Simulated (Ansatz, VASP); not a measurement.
# Cross-check of HgSb between VASP and Ansatz

Wanted: the spread between two codes on one cell, functional and k mesh. The cell is invented: As first built, before any earlier steps moved the atoms (in the runner's words): it takes the LaHg structure with some of its atoms replaced by other elements, volume scaled by an estimate. It may not be a known or stable phase. The cell is taken from a series of VASP runs on this material, whose earlier steps may have relaxed, scaled or displaced it; both programs get it as it stands.

Program: Ansatz 0.2.0. Level of theory: plane waves, with VASP 6.6.1 beside it; band structure at PBEsol with D3(BJ) and single point at PBEsol with D3(BJ). Results are calculated unless marked as measured.

## Step 1: The starting structure

The structure is cubic, space group Pm-3m (No. 221). Conventional cell: a = 3.605 Å, b = 3.605 Å, c = 3.605 Å, α = 90.00°, β = 90.00°, γ = 90.00°. Nearest to Hg lie 8 Sb at 3.12 Å. Sb has 8 Hg at 3.12 Å nearest. As first built, before any earlier steps moved the atoms (in the runner's words): sites of the LaHg structure (space group 221) filled with other elements, volume scaled by an estimate. Farther neighbours are not listed.

## Step 2: VASP: band structure, PBEsol with D3(BJ)

With cell and atoms fixed, the geometry can't cause a difference; cores, projectors, grids and the points listed under the comparison can.

Lines of VASP's logs that name or quote its potential files are left out, and so is its time.

Input file INCAR:

```
SYSTEM = HgSb
PREC = Accurate
ENCUT = 400
EDIFF = 1E-06
NELM = 100
ISMEAR = -1
SIGMA = 0.05
LREAL = .FALSE.
ALGO = Normal
GGA = PS
IVDW = 12
NBANDS = 20
LORBIT = 11
LWAVE = .FALSE.
LCHARG = .FALSE.
```

Input file POSCAR:

```
HgSb
1.0
    3.6045415904      0.0000000000      0.0000000000
    0.0000000000      3.6045415904      0.0000000000
    0.0000000000      0.0000000000      3.6045415904
Hg Sb
1 1
Direct
    0.5000000000      0.5000000000      0.5000000000
    0.0000000000      0.0000000000      0.0000000000
```

Input file KPOINTS:

```
Automatic mesh
0
Gamma
5 5 5
0 0 0
```

Input file KPOINTS_OPT:

```
Line mode
16
Line-mode
Reciprocal
  0.00000000   0.00000000   0.00000000 GAMMA
  0.00000000   0.50000000   0.00000000 X

  0.00000000   0.50000000   0.00000000 X
  0.50000000   0.50000000   0.00000000 M

  0.50000000   0.50000000   0.00000000 M
  0.00000000   0.00000000   0.00000000 GAMMA

  0.00000000   0.00000000   0.00000000 GAMMA
  0.50000000   0.50000000   0.50000000 R

  0.50000000   0.50000000   0.50000000 R
  0.00000000   0.50000000   0.00000000 X

  0.50000000   0.50000000   0.00000000 M
  0.50000000   0.50000000   0.50000000 R
```

PAW data sets: Hg and Sb (PBE family, release 64).

On the command line:

```
$ mpirun -np 1 vasp_std
```

Numbers of over 12 decimals in the logs are rounded to 6 here.

The log of the run:

```text
[banner, memory and clock lines left out]
running    1 mpi-ranks, on    1 nodes
 distrk:  each k-point on    1 cores,    1 groups
 distr:  one band on    1 cores,    1 groups

 POSCAR found type information on POSCAR HgSb
 POSCAR found :  2 types and       2 ions
|                                                                             |
|               ----> ADVICE to this user running VASP <----                  |
|                                                                             |
|     You enforced a specific xc type in the INCAR file but a different       |
|     [... a line on the potential file left out ...]
|     I HOPE YOU KNOW WHAT YOU ARE DOING!                                     |
|                                                                             |

 LDA part: xc-table for (Slater+PW92), standard interpolation
 POSCAR, INCAR and KPOINTS ok, starting setup
 FFT: planning ... GRIDC
 FFT: planning ... GRID_SOFT
 FFT: planning ... GRID
 WAVECAR not read
 entering main loop
       N       E                     dE             d eps       ncg     rms          rms(c)
DAV:   1     0.824075184744E+02    0.82408E+02   -0.58297E+03   408   0.578E+02
DAV:   2    -0.239275625101E+01   -0.84800E+02   -0.78623E+02   464   0.174E+02
DAV:   3    -0.498309649887E+01   -0.25903E+01   -0.25753E+01   488   0.300E+01
DAV:   4    -0.499171455961E+01   -0.86181E-02   -0.86173E-02   444   0.193E+00
DAV:   5    -0.499177333748E+01   -0.58778E-04   -0.58777E-04   492   0.160E-01    0.521E+00
DAV:   6    -0.484433771868E+01    0.14744E+00   -0.24586E-01   460   0.595E+00    0.427E+00
DAV:   7    -0.483665859772E+01    0.76791E-02   -0.26909E-02   436   0.982E-01    0.219E+00
DAV:   8    -0.483402256335E+01    0.26360E-02   -0.30363E-03   420   0.501E-01    0.729E-02
DAV:   9    -0.483398496325E+01    0.37600E-04   -0.15673E-04   480   0.139E-01    0.163E-02
DAV:  10    -0.483399029840E+01   -0.53352E-05   -0.14215E-05   452   0.317E-02    0.849E-03
DAV:  11    -0.483399141204E+01   -0.11136E-05   -0.11481E-06   396   0.932E-03    0.123E-03
DAV:  12    -0.483399136622E+01    0.45816E-07   -0.68339E-08   244   0.200E-03
   1 F= -.58366442E+01 E0= -.58298829E+01  d E =-.135226E-01
 Start KPOINTS_OPT (optional k-point list driver)
k-point batch [1-10\96]
       N       E                     dE             ncg
DAV:   1     0.989908246551E+03    0.11788E+03      400
DAV:   2     0.102166912365E+03   -0.88774E+03      452
DAV:   3     0.771377158347E+02   -0.25029E+02      532
DAV:   4     0.770558912008E+02   -0.81825E-01      432
DAV:   5     0.770552928065E+02   -0.59839E-03      480
DAV:   6     0.770552862371E+02   -0.65694E-05      480
DAV:   7     0.770552861584E+02   -0.78681E-07      412
[...]
k-point batch [91-96\96]
       N       E                     dE             ncg
DAV:   1     0.303260282169E+04   -0.30942E+04      248
DAV:   2     0.257720281390E+04   -0.45540E+03      252
DAV:   3     0.256363809083E+04   -0.13565E+02      304
DAV:   4     0.256360389759E+04   -0.34193E-01      312
DAV:   5     0.256360368835E+04   -0.20923E-03      312
DAV:   6     0.256360368639E+04   -0.19643E-05      316
DAV:   7     0.256360368637E+04   -0.20267E-07      252
```

OUTCAR, selected parts (step 2):

```text
ion  position               nearest neighbor table
   1  0.500  0.500  0.500-   2 3.12   2 3.12   2 3.12   2 3.12   2 3.12   2 3.12   2 3.12   2 3.12

  LATTYP: Found a simple cubic cell.
 ALAT       =     3.6045415904

 Subroutine GETGRP returns: Found 48 space group operations
 (whereof 48 operations were pure point group operations)

The static configuration has the point symmetry O_h .

 Found     10 irreducible k-points:

   k-points           NKPTS =     10   k-points in BZ     NKDIM =     10   number of bands    NBANDS=     20

   dimension x,y,z NGX =    24 NGY =   24 NGZ =   24
   dimension x,y,z NGXF=    48 NGYF=   48 NGZF=   48

   ENCUT  =  400.0 eV  29.40 Ry    5.42 a.u.   5.88  5.88  5.88*2*pi/ulx,y,z

   NELECT =      17.0000    total number of electrons

 k-points in reciprocal lattice and weights: Automatic mesh
   0.00000000  0.00000000  0.00000000       0.008
   0.20000000  0.00000000  0.00000000       0.048
   0.40000000  0.00000000  0.00000000       0.048
   0.20000000  0.20000000  0.00000000       0.096
   0.40000000  0.20000000  0.00000000       0.192
   0.40000000  0.40000000  0.00000000       0.096
   0.20000000  0.20000000  0.20000000       0.064
   0.40000000  0.20000000  0.20000000       0.192
   0.40000000  0.40000000  0.20000000       0.192
   0.40000000  0.40000000  0.40000000       0.064

 average (electrostatic) potential at core
       1 -36.8512       2 -86.4074

 E-fermi :   6.6622

 k-point     1 :       0.0000    0.0000    0.0000
  band No.  band energies     occupation
    ...
      6      -0.2793      2.00000
      7       5.7414      2.00000
      8       6.3100      1.99826
      9       6.3100      1.99826
     10       6.3100      1.99826
     11      12.2550      0.00000
     12      12.2550      0.00000
     13      18.0816      0.00000
     14      18.0816      0.00000
     15      18.0816      0.00000
    ...

 k-point     2 :       0.2000    0.0000    0.0000
  band No.  band energies     occupation
    ...
      3      -0.8805      2.00000
      4      -0.4328      2.00000
      5      -0.4328      2.00000
      6      -0.2739      2.00000
      7       2.8483      2.00000
      8       6.9753      0.00381
      9       6.9753      0.00381
     10       8.0586      0.00000
     11      12.2879      0.00000
     12      14.2364      0.00000
    ...

 k-point     3 :       0.4000    0.0000    0.0000
  band No.  band energies     occupation
    ...
      3      -0.8870      2.00000
      4      -0.6557      2.00000
      5      -0.6557      2.00000
      6      -0.2653      2.00000
      7       0.7905      2.00000
      8       8.5087      0.00000
      9       8.5087      0.00000
     10       9.5015      0.00000
     11      11.8131      0.00000
     12      12.3534      0.00000
    ...

 Edisp (eV)   -1.00265

  Total      -0.00181    -0.00181    -0.00181     0.00000    -0.00000    -0.00000
  in kB      -0.06189    -0.06189    -0.06189     0.00000    -0.00000    -0.00000
  external pressure =       -0.06 kB  Pullay stress =        0.00 kB

  energy-cutoff  :      400.00
  volume of cell :       46.83
      direct lattice vectors                 reciprocal lattice vectors
     3.604541590  0.000000000  0.000000000     0.277427788  0.000000000  0.000000000
     0.000000000  3.604541590  0.000000000     0.000000000  0.277427788  0.000000000
     0.000000000  0.000000000  3.604541590     0.000000000  0.000000000  0.277427788

 POSITION                                       TOTAL-FORCE (eV/Angst)
 -----------------------------------------------------------------------------------
      1.80227      1.80227      1.80227         0.000000      0.000000      0.000000
      0.00000      0.00000      0.00000         0.000000      0.000000      0.000000
 -----------------------------------------------------------------------------------
    total drift:                                0.000000     -0.000000     -0.000000

  FREE ENERGIE OF THE ION-ELECTRON SYSTEM (eV)
  ---------------------------------------------------
  free  energy   TOTEN  =        -5.8366442396 eV

  energy  without entropy=       -5.8231216009  energy(sigma->0) =       -5.82988292

 total charge
# of ion       s       p       d       tot
------------------------------------------
    1        0.894   0.340   9.299  10.533
    2        1.264   1.027   0.040   2.331
--------------------------------------------------
tot          2.158   1.366   9.339  12.864

[... 3 further parts left out ...]
```

The run ends at a pressure of -0.01 GPa.

## Step 3: Ansatz: band structure, PBEsol with D3(BJ)

Ansatz runs on its default PAW (the set named soft_2) files.

The same cell, functional, mesh and smearing now go to Ansatz, which takes its cutoff from its data sets.

Input file input.yaml:

```yaml
crystal:
  lattice:
    - [3.6045415904, 0.0, 0.0]
    - [0.0, 3.6045415904, 0.0]
    - [0.0, 0.0, 3.6045415904]
  atoms:
    - { symbol: Hg, position: [0.5, 0.5, 0.5] }
    - { symbol: Sb, position: [0.0, 0.0, 0.0] }
hamiltonian:
  xc: pbesol
  pseudopotentials: { kind: paw }
  dispersion: d3bj
kpoints:
  mp_grid: { grid: [5, 5, 5] }
  band_path:
    path:
      - [0.0, 0.0, 0.0]
      - [0.0, 0.1, 0.0]
      - [0.0, 0.2, 0.0]
      - [0.0, 0.3, 0.0]
      - [0.0, 0.43333, 0.0]
      - [0.0, 0.5, 0.0]
      - [0.1, 0.5, 0.0]
      - [0.2, 0.5, 0.0]
      - [0.33333, 0.5, 0.0]
      - [0.43333, 0.5, 0.0]
      - [0.5, 0.5, 0.0]
      - [0.36667, 0.36667, 0.0]
      - [0.26667, 0.26667, 0.0]
      - [0.16667, 0.16667, 0.0]
      - [0.06667, 0.06667, 0.0]
      - [0.03333, 0.03333, 0.03333]
      - [0.13333, 0.13333, 0.13333]
      - [0.23333, 0.23333, 0.23333]
      - [0.33333, 0.33333, 0.33333]
      - [0.46667, 0.46667, 0.46667]
      - [0.46667, 0.5, 0.46667]
      - [0.36667, 0.5, 0.36667]
      - [0.23333, 0.5, 0.23333]
      - [0.13333, 0.5, 0.13333]
      - [0.03333, 0.5, 0.03333]
      - [0.5, 0.5, 0.03333]
      - [0.5, 0.5, 0.16667]
      - [0.5, 0.5, 0.26667]
      - [0.5, 0.5, 0.36667]
      - [0.5, 0.5, 0.5]
    npoints: 1
scf:
  occupations: { method: fermi_dirac, width: 0.05 }
  n_extra_bands: 7
output:
  forces: true
  stress: true
  eigenvalues: true
```

On the command line:

```
$ ansatz run input.yaml --threads 2 --pin off --max-ram 4608MiB --backend cpu --events-out ev --progress --plain --runs-dir out
```

The log of the run:

```text
scf.n_extra_bands = 7 over 18 filled bands (N_el = 35.0): the run solves 25 bands
Engine: ansatz 0.2.0, aarch64-unknown-linux-gnu
Pseudopotentials: kind: paw
Pseudopotential: Hg, paw, valence charge 20, recommended cutoff 420 eV (normal), Hg.paw.azcp
Pseudopotential: Sb, paw, valence charge 15, recommended cutoff 420 eV (normal), Sb.paw.azcp
Functional definition: PBEsol
  exchange = pbesol_x
  correlation = pbesol_c
Crystal: 2 atoms, lattice volume = 46.833 Å³
Basis set: ecut = 420 eV, 925 PW (Γ), exchange–correlation on 50×50×50 points (8 copies of the dense FFT grid, shifted against one another)
Bands: 25, of which v1, the nominal top of the filled ones, is band 18 counted from 1 (17 counted from 0)
Symmetry: 48 space group operations
Space group: Pm-3m (ITA 221), of the structure as read, at distance tolerance 3.6e-5 Å
k-points: 10 of 125
Non-local potential: Hg, projectors of the file, l = 0: 3, l = 1: 2, l = 2: 2, l = 3: 1
Non-local potential: Sb, projectors of the file, l = 0: 2, l = 1: 2, l = 2: 2, l = 3: 2
PAW form: soft (Blöchl's): semilocal exchange-correlation on the pseudo side does not see the compensation charge
PAW frozen core: Hg, regenerated for the run's functional, and the local potential with it (the file was generated under x = pbe(κ = 0.804, μ = 0.219515), c = pbe(β = 0.066725))
PAW frozen core: Sb, regenerated for the run's functional, and the local potential with it (the file was generated under x = pbe(κ = 0.804, μ = 0.219515), c = pbe(β = 0.066725))
PAW one-centre angular grid: Hg, 590 points (default); XC on 64 Gauss nodes
PAW one-centre angular grid: Sb, 590 points (default); XC on 64 Gauss nodes
Initial density: superposition of atomic densities (neutral atoms: chi_scale 0, normalization atom), corrected by the library's trained network
Initial wavefunctions: pseudopotential atomic-orbital guess
Functional: x = pbesol(κ = 0.804, μ = 0.123457), c = pbesol(β = 0.046)
SCF iter   1: F=—  HF=-20076.807712 eV  |F-HF|=—  |Δ(HF+E_count)|=         —  Δρ=3.67e-3  dr2=6.11e-3  ethr=1.77e-3  ⟨swp⟩=6.5  Hψ=1186  notcnv=0  defer=3
preconditioner: auto → Resta (q_TF=auto, 2.599 Å⁻¹)  ε∞=3.7  [insulator: Δε(μ)=0.306 eV  Ē_g=13.686 eV  σ=0.050 eV  W_gap=0.52  n_scr=18 (ndim 8)  ℏωp=22.4 eV  f_vac=0.000  D(μ)=1.93/eV (n_scr^D=18)  ε∞_Penn≈3.7]
SCF iter   2: F=—  HF=-20076.805081 eV  |F-HF|=—  |Δ(HF+E_count)|=   2.63e-3  Δρ=1.61e-3  dr2=1.32e-3  ethr=1.75e-5  ⟨swp⟩=2.7  Hψ=503  notcnv=0  defer=6
SCF iter   3: F=—  HF=-20076.804626 eV  |F-HF|=—  |Δ(HF+E_count)|=   4.55e-4  Δρ=3.15e-4  dr2=5.28e-5  ethr=3.78e-6  ⟨swp⟩=2.2  Hψ=334  notcnv=0  defer=6
SCF iter   4: F=—  HF=-20076.804601 eV  |F-HF|=—  |Δ(HF+E_count)|=   2.48e-5  Δρ=4.95e-5  dr2=7.60e-7  ethr=1.51e-7  ⟨swp⟩=2.1  Hψ=323  notcnv=0  defer=6
SCF iter   5: F=—  HF=-20076.804601 eV  |F-HF|=—  |Δ(HF+E_count)|=   1.16e-7  Δρ=1.89e-5  dr2=1.18e-7  ethr=2.17e-9  ⟨swp⟩=2.4  Hψ=385  notcnv=0  defer=6
SCF iter   6: F=-20076.804601 eV  HF=-20076.804601 eV  |F-HF|=5.60e-10  |Δ(HF+E_count)|=   1.28e-8  Δρ=2.85e-6  dr2=3.20e-9  ethr=2.86e-10  ⟨swp⟩=8.8  Hψ=1159  notcnv=0
SCF 1 converged in 6 iterations: F = -20076.804601 eV  dr2 = 3.20e-9
  greatest PAW one-centre occupation: 1.000 electrons in one spin orbital (limit 2), on the Hg atom at site 0 (counted from 0), in its partial waves of l = 0
NSCF: frozen V_eff on 30 k-points
SCF converged after 6 iterations
Free energy (F): -20076.804601 eV
Harris-Foulkes:  -20076.804601 eV  (|F-HF|=5.60e-10)
Internal energy: -20076.791047 eV  (E = F + TS)
E sigma→0 (E₀):  -20076.797824 eV
Entropy (-TS):   -0.013554 eV (-6.777 meV/atom)
Fermi energy:    14.563716 eV
--- Per-component energies (eV) ---
  E_band       = -504.586325
  E_kinetic    = 813.186203
  E_local      = -3876.065138  (includes V_loc(G=0)·N_el)
  E_nonlocal   = 438.708608
  E_hartree    = 1708.023946
  E_xc         = -358.036127
  E_vxc        = -360.384030  (∫ρ·V_xc dr)
  E_paw        = -14299.113942  (= ΣΔE_a)
  E_vpaw       = -936.077960  (= ΣTr[D̂ρ^β])
  E_aug_tail   = 0.000885  (compensation charges beyond the density's cutoff)
  E_ewald      = -4503.153039
  E_disp       = -1.002952  (pairwise vdW)
  E_core_change = 0.660508  (= ΣΔE_core)
  E_smearing   = -0.013554  (= −TS)
  E_closure    = 0.000000  (closes the sum)
  Σ components = -20076.804601   (vs F -20076.804601, Δ=0.00e0)
--- Forces (eV/Å), atoms counted from 1 ---
  atom   1  Hg     0.00000000    -0.00000000    -0.00000000
  atom   2  Sb    -0.00000000     0.00000000     0.00000000
  max |Σ_I F_I| component: 1.87e-29 eV/Å
--- Stress (GPa, compression-positive) ---
       -0.156885       0.000000      -0.000000
        0.000000      -0.156885       0.000000
        0.000000       0.000000      -0.156885
  P = ⅓ Tr σ = -0.1569 GPa (-1.569 kbar)
--- Band table (eV; the first three rows and the last of 10) ---
  k-point 0: bands = [... 14 lower, 7.6280, 13.6484, 14.2002, 14.2002, 14.2002, 20.2349, 20.2349, 25.9773, ... 3 higher]
  k-point 1: bands = [... 14 lower, 7.6329, 10.7535, 14.8674, 14.8674, 15.9652, 20.2463, 22.2096, 23.6920, ... 3 higher]
  k-point 2: bands = [... 14 lower, 7.6409, 8.6996, 16.4074, 16.4074, 17.4064, 19.7085, 20.2687, 20.7463, ... 3 higher]
  k-point 9: bands = [... 14 lower, 7.9215, 11.0145, 13.0368, 13.0368, 13.7540, 16.2187, 16.2187, 18.2234, ... 3 higher]
```

Run time: 1.7 s. Hardware: 2 threads of Arm Neoverse V2, shared host; peak memory 0.29 GiB; 2.1 s of CPU time.

(Continued in part 2 of 2.)

[Lines on the potential files, build, host, timing and source positions are cut from VASP's logs without a mark.]

[Logs are printed without paths, hosts, clocks, repeated set-up lines and the standing remarks that a program may print on its own settings, such as how far it seeks lower states.]

[Hosts, paths, dates, database ids (printed as entryN), source tags and the programs' standing remarks are cut or masked in the printed files.]
